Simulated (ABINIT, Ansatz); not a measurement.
## GaP (F-43m): the LO frequency by hand

How high does the longitudinal optical mode of GaP (F-43m) lie, given the transverse one, the Born charge and ε∞?

Calculated with ABINIT 10.8.3; DFT LDA, scalar-relativistic, plane waves, HGH norm-conserving pseudopotentials.

## 1. The relaxed structure

Symmetry: F-43m, No. 216, cubic system. Conventional cell: a = 5.320 Å, b = 5.320 Å, c = 5.320 Å, α = 90.00°, β = 90.00°, γ = 90.00°. Ga has 4 P at 2.30 Å nearest. P has 4 Ga at 2.30 Å nearest. Farther neighbours are not listed.

This is the cell after its relaxation at this level of theory, not the database cell from which that began.

## 2. What the response run gave

A linear-response run on the relaxed cell, with the response to an electric field; only its zone-centre results are used. Cutoff 24 Ha, k mesh 6×6×6 with shifts.

Numbers of over 12 decimals in the logs are rounded to 6 here.

The program printed:

```text
[banners, grids, parts of the stress and lines that vanish by symmetry left out]
- input  file    -> dfpt_gamma.abi
- output file    -> dfpt_gamma.abo
- root for input  files -> dfpt_gammai
[...]
DATASET    1 : space group F-4 3 m (#216); Bravais cF (face-center cubic)
[...]
nfft =       32768          nkpt =         432
[...]
DATASET    2 : space group F-4 3 m (#216); Bravais cF (face-center cubic)
[...]
nfft =       32768          nkpt =         432
[...]
DATASET    3 : space group F-4 3 m (#216); Bravais cF (face-center cubic)
[...]
mpw =        1435          nfft =       32768          nkpt =         432
[...]
== DATASET  1 ==================================================================
[...]
cutoff_energies: {ecut:  24.0, pawecutdg:  -1.0, }
[...]
Exchange-correlation functional for the present dataset will be:
  LDA: Perdew-Wang 92 LSD fit to Ceperley-Alder data - ixc=7
[...]
- 15.00000   5.00000     10605                znucl, zion, pspdat
[...]
Perturbation : derivative vs k along direction   1
[...]
-ETOT  1  -9.276599     -9.277E+00 2.990E-01 0.000E+00
 ETOT  2  -9.292411     -1.581E-02 2.559E-03 0.000E+00
 ETOT  3  -9.292465     -5.476E-05 2.011E-05 0.000E+00
 ETOT  4  -9.292466     -3.509E-07 2.763E-07 0.000E+00
 ETOT  5  -9.292466     -3.164E-09 3.237E-09 0.000E+00
[...]
At SCF step   12   max residual=  9.98E-21 < tolwfr=  1.00E-20 =>converged.
[...]
Perturbation : derivative vs k along direction   2
[...]
-ETOT  1  -9.276599     -9.277E+00 2.990E-01 0.000E+00
[...]
At SCF step   12   max residual=  9.98E-21 < tolwfr=  1.00E-20 =>converged.
[...]
Perturbation : derivative vs k along direction   3
[...]
-ETOT  1  -9.276599     -9.277E+00 2.990E-01 0.000E+00
[...]
At SCF step   12   max residual=  9.98E-21 < tolwfr=  1.00E-20 =>converged.
[...]
1        1       3.3661298941   -0.0000000000
     1        2       1.6830649470   -0.0000000000
     1        3       1.6830649471   -0.0000000000
     2        1       1.6830649470   -0.0000000000
     2        2       3.3661298941   -0.0000000000
     2        3       1.6830649471   -0.0000000000
     3        1       1.6830649471   -0.0000000000
     3        2       1.6830649471   -0.0000000000
     3        3       3.3661298941   -0.0000000000
[...]
== DATASET  2 ==================================================================
[...]
cutoff_energies: {ecut:  24.0, pawecutdg:  -1.0, }
[...]
1    1   1    4         2.0186390553         0.0000000000
   2    1   1    4        -0.0000000000         0.0000000000
   3    1   1    4         0.0000000000         0.0000000000
   1    2   1    4        -2.0262378319         0.0000000000
   2    2   1    4        -0.0000000000         0.0000000000
[...]
Effective charges, in cartesian coordinates,
[...]
2    4   1    2         0.0000000000         0.0000000000
   3    4   1    2         0.0000000000         0.0000000000
   1    4   2    2         0.0000000000         0.0000000000
   2    4   2    2        -2.0262378322         0.0000000000
   3    4   2    2         0.0000000000         0.0000000000
   1    4   3    2         0.0000000000         0.0000000000
   2    4   3    2         0.0000000000         0.0000000000
   3    4   3    2        -2.0262378322         0.0000000000
  Phonon wavevector (reduced coordinates) :  0.00000  0.00000  0.00000
 Phonon energies in Hartree :
[...]
Phonon frequencies in cm-1    :
-  7.921797E-01  7.921797E-01  7.921799E-01  3.693707E+02  3.693707E+02
-  3.693707E+02
  Phonon at Gamma, with non-analyticity in the
[...]
Phonon energies in Hartree :
[...]
Phonon frequencies in cm-1    :
-  7.921797E-01  7.921797E-01  8.310602E-01  3.693707E+02  3.693707E+02
-  4.019206E+02
  Phonon at Gamma, with non-analyticity in the
[...]
Phonon energies in Hartree :
[...]
Phonon frequencies in cm-1    :
-  7.921797E-01  7.921799E-01  8.310600E-01  3.693707E+02  3.693707E+02
-  4.019206E+02
  Phonon at Gamma, with non-analyticity in the
[...]
Phonon energies in Hartree :
[...]
Phonon frequencies in cm-1    :
-  7.921797E-01  7.921799E-01  8.310599E-01  3.693707E+02  3.693707E+02
-  4.019206E+02
[...]
== DATASET  3 ==================================================================
[...]
cutoff_energies: {ecut:  24.0, pawecutdg:  -1.0, }
[...]
Exchange-correlation functional for the present dataset will be:
  LDA: Perdew-Wang 92 LSD fit to Ceperley-Alder data - ixc=7
[...]
j1 : displacement of atom   1 along direction   1
[...]
j1 : displacement of atom   2 along direction   1
[...]
j2 : displacement of atom   1 along direction   1
[...]
j2 : displacement of atom   2 along direction   1
[...]
j2 : displacement of atom   1 along direction   1
[...]
j2 : displacement of atom   2 along direction   1
[...]
1          1        0.000000001       -0.000000000       -0.000000000
[...]
1          2       -0.000000001        0.000000001       -0.124358784
[...]
1          3        0.000000001       -0.124358784        0.000000001
[...]
2          1       -0.000000001        0.000000000        0.000000000
[...]
2          2        0.000000001       -0.000000001        0.124005563
[...]
2          3       -0.000000001        0.124005563       -0.000000001
[...]
strten2     0.0000000000E+00  0.0000000000E+00  0.0000000000E+00
           strten3     0.0000000000E+00  0.0000000000E+00  0.0000000000E+00
================================================================================
```

| quantity | value |
| --- | --- |
| cell volume Ω (Å³) | 37.651 |
| mass of Ga (u) | 69.723 |
| mass of P (u) | 30.974 |
| Born charge of Ga, raw (e) | 2.019 |
| Born charge of P, raw (e) | -2.026 |
| ε∞ | 9.943 |
| ω(TO) after the sum rule (cm⁻¹) | 369.4 |

## 3. The calculation

The charges must sum to zero over the cell; taking off their mean, -0.004 e, leaves Z* = 2.022 e on Ga. In the polar mode Ga moves against P, so the reduced mass is μ = 69.72 × 30.97 / 100.70 = 21.446 u.

A longitudinal wave builds up a field that adds to the restoring force: ω(LO)² = ω(TO)² + 4π Z*² / (μ Ω ε∞), in Hartree atomic units. With μ = 39094 electron masses and Ω = 254.08 bohr³ the second term is 5.2042e-07 Ha², or 25068 cm⁻² (1 Ha = 219474.6 cm⁻¹).

So ω(LO) = √(136434 + 25068) = 401.9 cm⁻¹, and by the Lyddane-Sachs-Teller relation ε₀ = ε∞ (ω(LO)/ω(TO))² = 11.77.

## 4. Check against the program

The analysis program adds the same non-analytic term to the full matrix.

The program printed:

```text
[banners, grids, parts of the stress and lines that vanish by symmetry left out]
-outvars_anaddb: echo values of input variables ----------------------

 Flags :
[...]
Dielectric Tensor and Effective Charges
[...]
Effective charge tensors after
[...]
1          1        0.000000001       -0.000000000       -0.000000000
[...]
1          2       -0.000000001        0.000000001       -0.124182173
[...]
1          3        0.000000001       -0.124182173        0.000000001
[...]
2          1       -0.000000001        0.000000000        0.000000000
[...]
2          2        0.000000001       -0.000000001        0.124182173
[...]
2          3       -0.000000001        0.124182173       -0.000000001
[...]
Phonon wavevector (reduced coordinates) :  0.00000  0.00000  0.00000
 Phonon energies in Hartree :
[...]
Phonon energies in meV     :
-  0.000000E+00  0.000000E+00  0.000000E+00  4.579588E+01  4.579588E+01
-  4.579588E+01
 Phonon frequencies in cm-1    :
-  0.000000E+00  0.000000E+00  0.000000E+00  3.693687E+02  3.693687E+02
-  3.693687E+02
 Phonon frequencies in Thz     :
-  0.000000E+00  0.000000E+00  0.000000E+00  1.107339E+01  1.107339E+01
-  1.107339E+01
 Phonon energies in Kelvin  :
-  0.000000E+00  0.000000E+00  0.000000E+00  5.314391E+02  5.314391E+02
-  5.314391E+02
[...]
-  1  0.00000000E+00  0.00000000E+00  2.33406097E-03
-     0.00000000E+00  0.00000000E+00  0.00000000E+00
-  2  0.00000000E+00  0.00000000E+00  2.33406095E-03
-     0.00000000E+00  0.00000000E+00  0.00000000E+00
[...]
-  1  0.00000000E+00 -2.33406097E-03  0.00000000E+00
-     0.00000000E+00  0.00000000E+00  0.00000000E+00
-  2  0.00000000E+00 -2.33406095E-03  0.00000000E+00
-     0.00000000E+00  0.00000000E+00  0.00000000E+00
[...]
-  1  2.33406098E-03  0.00000000E+00  0.00000000E+00
-     0.00000000E+00  0.00000000E+00  0.00000000E+00
-  2  2.33406095E-03  0.00000000E+00  0.00000000E+00
-     0.00000000E+00  0.00000000E+00  0.00000000E+00
[...]
-  1  0.00000000E+00  0.00000000E+00  1.55568312E-03
-     0.00000000E+00  0.00000000E+00  0.00000000E+00
-  2  0.00000000E+00 -1.42523527E-07 -3.50189606E-03
-     0.00000000E+00  0.00000000E+00  0.00000000E+00
[...]
-  1  1.11692491E-07 -1.55568311E-03  0.00000000E+00
-     0.00000000E+00  0.00000000E+00  0.00000000E+00
-  2 -2.51423627E-07  3.50189605E-03 -1.42518077E-07
-     0.00000000E+00  0.00000000E+00  0.00000000E+00
[...]
-  1  1.55568312E-03  1.11691118E-07  0.00000000E+00
-     0.00000000E+00  0.00000000E+00  0.00000000E+00
-  2 -3.50189605E-03 -2.51420538E-07  0.00000000E+00
[...]
-  4.982598E+01
 Phonon frequencies in cm-1    :
-  0.000000E+00  0.000000E+00  0.000000E+00  3.693687E+02  3.693687E+02
-  4.018737E+02
 Phonon frequencies in Thz     :
-  0.000000E+00  0.000000E+00  0.000000E+00  1.107339E+01  1.107339E+01
-  1.204787E+01
 Phonon energies in Kelvin  :
-  0.000000E+00  0.000000E+00  0.000000E+00  5.314391E+02  5.314391E+02
-  5.782065E+02
[...]
-  1  0.00000000E+00  0.00000000E+00  2.33406097E-03
[...]
-  2  0.00000000E+00  0.00000000E+00  2.33406095E-03
[...]
Phonon at Gamma, with non-analyticity in the
[...]
Phonon energies in Hartree :
[...]
Phonon energies in meV     :
-  0.000000E+00  0.000000E+00  0.000000E+00  4.579588E+01  4.579588E+01
-  4.982598E+01
 Phonon frequencies in cm-1    :
-  0.000000E+00  0.000000E+00  0.000000E+00  3.693687E+02  3.693687E+02
-  4.018737E+02
 Phonon frequencies in Thz     :
-  0.000000E+00  0.000000E+00  0.000000E+00  1.107339E+01  1.107339E+01
-  1.204787E+01
 Phonon energies in Kelvin  :
-  0.000000E+00  0.000000E+00  0.000000E+00  5.314391E+02  5.314391E+02
-  5.782065E+02
[...]
Phonon at Gamma, with non-analyticity in the
[...]
Phonon energies in Hartree :
[...]
Phonon energies in meV     :
-  0.000000E+00  0.000000E+00  0.000000E+00  4.579588E+01  4.579588E+01
-  4.982598E+01
 Phonon frequencies in cm-1    :
-  0.000000E+00  0.000000E+00  0.000000E+00  3.693687E+02  3.693687E+02
-  4.018737E+02
 Phonon frequencies in Thz     :
-  0.000000E+00  0.000000E+00  0.000000E+00  1.107339E+01  1.107339E+01
-  1.204787E+01
 Phonon energies in Kelvin  :
-  0.000000E+00  0.000000E+00  0.000000E+00  5.314391E+02  5.314391E+02
-  5.782065E+02
[...]
-  1  0.00000000E+00 -2.33406096E-03  2.28014416E-07
[...]
-  2  0.00000000E+00 -2.33406094E-03  2.28013303E-07
[...]
-  1  2.33406098E-03  0.00000000E+00  0.00000000E+00
[...]
-  2  2.33406095E-03  0.00000000E+00  0.00000000E+00
[...]
-  1  2.31497117E-04  9.65862184E-04 -1.19735930E-03
[...]
-  2 -5.21107949E-04 -2.17418890E-03  2.69529685E-03
[...]
-  1  1.24893651E-03 -8.24950637E-04 -4.23985869E-04
[...]
-  2 -2.81139891E-03  1.85699218E-03  9.54406735E-04
[...]
-        -0.000000000       0.000000000      -0.000000000
-        -0.000000000      -0.000000000      -0.000000000
[...]
-        -0.000000000       0.007705302      -0.006215561
-         0.007705302       0.000000000      -0.001489741
-        -0.006215561      -0.001489741      -0.000000000
[...]
-         0.000000000       0.002728453       0.005308760
-         0.002728453      -0.000000000      -0.008037214
-         0.005308760      -0.008037214      -0.000000000
[...]
Direction                     Dielectric constant
[...]
0.00000   0.00000   1.00000     11.76965982
   1.00000   1.00000   1.00000     11.76965982
-
```

| quantity | by hand | program |
| --- | --- | --- |
| ω(LO) (cm⁻¹) | 401.9 | 401.9 |
| ε₀ | 11.77 | 11.77 |

## 5. What came out

* TO mode: 369.4 cm⁻¹
* LO mode: 401.9 cm⁻¹
* static dielectric constant: 11.77

**Reading.** The LO mode of GaP (F-43m) lies at 402 cm⁻¹, 32 cm⁻¹ above the TO mode; the formula meets the program within 0.1 cm⁻¹, as it must for a cubic crystal with one polar mode. ω(LO)² − ω(TO)² goes with Z*²/ε∞: an error of 5 % in ε∞ would move the LO mode by 1.5 cm⁻¹, and semilocal functionals tend to overestimate ε∞. These are harmonic values at zero temperature, at the volume of this functional, for the structure held cubic; stability elsewhere in the zone is no part of this calculation.

[Host names and launcher messages were left out of these logs when they were recorded.]

[Logs are printed without paths, hosts, clocks, repeated set-up lines and the standing remarks that a program may print on its own settings, such as how far it seeks lower states.]

[Hosts, paths, dates, database ids (printed as entryN), source tags and the programs' standing remarks are cut or masked in the printed files.]
